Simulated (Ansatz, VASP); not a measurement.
# Two plane-wave programs on Bi

```
Bi
1.0
     3.24818    0.00000    0.00000
     0.00000    3.23013    0.00000
    -0.01408    0.00000    6.31014
Bi
2
Direct
  0.39833 0.00000 0.25002
  0.60167 0.00000 0.74998
```

Alike in both runs: task single point; functional PBEsol; k mesh 14 × 14 × 8; occupations gaussian, width 0.1 eV; no spin polarisation.

|  | VASP | Ansatz |
| --- | --- | --- |
| version | VASP 6.6.1 | Ansatz 0.2.0 |
| potentials or method | VASP PAW PBE potentials, release 64 (Bi_d) | scalar-relativistic, plane waves, PAW |
| plane-wave cutoff (eV) | 520 | 420 |
| valence electrons in the cell | 30 | 30 |

|  | VASP | Ansatz | Ansatz less VASP |
| --- | --- | --- | --- |
| gap on the k mesh at the Fermi level (eV) | none | none | - |
| pressure (GPa) | -0.1 | 0.0 | +0.07 |

A gap of «none» marks a metal or a gap that the smearing closes. With one functional, cell and mesh, what is left measures potentials, basis and numerics.

Caveats: the PAW data sets were made with another functional, which shifts forces and pressure a little (VASP); spin-orbit coupling is left out, which moves the levels of the heavy elements.
